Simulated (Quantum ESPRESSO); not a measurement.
**Hf under changes of volume**

One of the cells (23.523 Å³/atom); the others are scaled copies at fixed shape and fractional positions:

```
Hf
1.0
    -1.80500    1.80500    1.80500
     1.80500   -1.80500    1.80500
     1.80500    1.80500   -1.80500
Hf
1
Direct
  0.00000 0.00000 0.00000
```

This isn't the form of Hf at room conditions, which is hcp.

* Program: Quantum ESPRESSO 7.5
* Functional: LDA
* Potentials or basis: PseudoDojo 0.4.1 SR LDA standard
* Cutoff: 789 eV
* Density cutoff: 3157 eV
* k mesh: 10 × 10 × 10
* Occupations: fermi-dirac, width 0.05 eV
* Spin: no spin polarisation

```tsv
volume (Å³/atom)	energy over the lowest point (meV/atom)	pressure (GPa)
22.112	0.00	-8.9
22.582	28.68	-10.6
23.052	62.16	-12.1
23.523	100.00	-13.5
23.993	141.79	-14.7
24.464	187.12	-15.9
24.934	?	?
```

Question: What does the run at 24.934 Å³/atom give?

Answer: Energy over the lowest point 235.59 meV/atom; pressure -16.9 GPa.

Worked out: A Birch-Murnaghan fit of order 3 (a polynomial in V^(-2/3)) to the other rows has no minimum within the range. It gives 235.60 meV/atom at 24.934 Å³/atom, against the run's 235.59, and -dE/dV = -17.0 GPa, against -16.9.

Energies are extrapolated to zero smearing.
